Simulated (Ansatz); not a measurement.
## Electric field gradients in P at a changed volume

The cell is a COD entry, relaxed with PBE at fixed cell and then changed (volume scaled by 0.96, ions relaxed).

```
CELL_PARAMETERS angstrom
5.42863 0.00000 0.00000
-1.96633 10.55547 0.00000
-1.85581 -1.24868 10.64230
ATOMIC_POSITIONS crystal
P 0.07941 0.99082 0.67447
P 0.92059 0.00918 0.32553
P 0.58404 0.17744 0.54050
P 0.41596 0.82256 0.45950
P 0.17517 0.05229 0.18995
P 0.82483 0.94771 0.81005
P 0.77738 0.37924 0.55776
P 0.22262 0.62076 0.44224
P 0.68907 0.30129 0.02312
P 0.31093 0.69871 0.97688
P 0.24006 0.01369 0.87740
P 0.75994 0.98631 0.12260
P 0.50437 0.31856 0.68065
P 0.49563 0.68144 0.31935
P 0.36513 0.32247 0.47879
P 0.63487 0.67753 0.52121
P 0.08167 0.36600 0.13101
P 0.91833 0.63400 0.86899
P 0.00693 0.14712 0.80021
P 0.99307 0.85288 0.19979
P 0.80234 0.49107 0.13462
P 0.19766 0.50893 0.86538
P 0.76094 0.31703 0.23036
P 0.23906 0.68297 0.76964
```

Sites (sets of like atoms) are named by element and the number of their first atom in this list.

Method: Kohn–Sham DFT in Ansatz, PBE, plane waves and PAW, scalar-relativistic, 420 eV cutoff, Γ-centred 6×3×3 k-points, Fermi–Dirac smearing 0.02 eV.

Conventions: |V_zz| ≥ |V_yy| ≥ |V_xx|, η = (V_xx − V_yy)/V_zz, C_Q = eQV_zz/h. Directions are in the Cartesian axes of the cell vectors above, for the atom listed; none is given where the gradient is under 0.02 or η is above 0.95.

```json
{"site": "P1", "first atom": "1", "first shell": "3 P at 2.21 Å", "V_zz (10²¹ V/m²)": "0.43", "η": "0.09", "direction of V_zz (x, y, z)": "-0.49 0.26 0.83"}
{"site": "P3", "first atom": "3", "first shell": "3 P at 2.21 Å", "V_zz (10²¹ V/m²)": "0.42", "η": "0.42", "direction of V_zz (x, y, z)": "-0.35 0.80 0.48"}
{"site": "P5", "first atom": "5", "first shell": "3 P at 2.21 Å", "V_zz (10²¹ V/m²)": "0.41", "η": "0.70", "direction of V_zz (x, y, z)": "0.81 0.54 -0.25"}
{"site": "P7", "first atom": "7", "first shell": "3 P at 2.21 Å", "V_zz (10²¹ V/m²)": "0.39", "η": "0.88", "direction of V_zz (x, y, z)": "0.77 0.62 -0.12"}
{"site": "P9", "first atom": "9", "first shell": "3 P at 2.21 Å", "V_zz (10²¹ V/m²)": "0.30", "η": "0.90", "direction of V_zz (x, y, z)": "0.15 0.33 0.93"}
{"site": "P11", "first atom": "11", "first shell": "3 P at 2.20–2.21 Å", "V_zz (10²¹ V/m²)": "0.36", "η": "0.91", "direction of V_zz (x, y, z)": "0.59 0.04 0.81"}
{"site": "P13", "first atom": "13", "first shell": "3 P at 2.20–2.21 Å", "V_zz (10²¹ V/m²)": "0.42", "η": "0.73", "direction of V_zz (x, y, z)": "-0.61 0.44 0.66"}
{"site": "P15", "first atom": "15", "first shell": "3 P at 2.20–2.21 Å", "V_zz (10²¹ V/m²)": "0.26", "η": "0.52", "direction of V_zz (x, y, z)": "0.82 0.01 0.57"}
{"site": "P17", "first atom": "17", "first shell": "3 P at 2.20–2.21 Å", "V_zz (10²¹ V/m²)": "0.27", "η": "0.75", "direction of V_zz (x, y, z)": "0.92 0.14 -0.35"}
{"site": "P19", "first atom": "19", "first shell": "3 P at 2.20–2.21 Å", "V_zz (10²¹ V/m²)": "0.41", "η": "0.81", "direction of V_zz (x, y, z)": "-0.47 0.80 0.38"}
{"site": "P21", "first atom": "21", "first shell": "3 P at 2.20–2.21 Å", "V_zz (10²¹ V/m²)": "0.38", "η": "0.54", "direction of V_zz (x, y, z)": "-0.26 0.97 0.04"}
{"site": "P23", "first atom": "23", "first shell": "3 P at 2.21 Å", "V_zz (10²¹ V/m²)": "0.40", "η": "0.77", "direction of V_zz (x, y, z)": "-0.49 -0.42 0.76"}
```

The structure holds P–P bonds (2.21 Å). At P1, P5 and P21 V_zz stands upright on the plane through its three neighbours (within 10°) in each case.

The relaxation (6 steps) took 1.8 min of wall time (6.6 min of CPU time) and 2.2 GiB at its peak, on 4 threads of Intel Xeon 6975P-C (Granite Rapids) (x86_64; 16 cores open to the job, memory cap 8.0 GiB, no GPU), a shared host with a load of 0.4 a core.
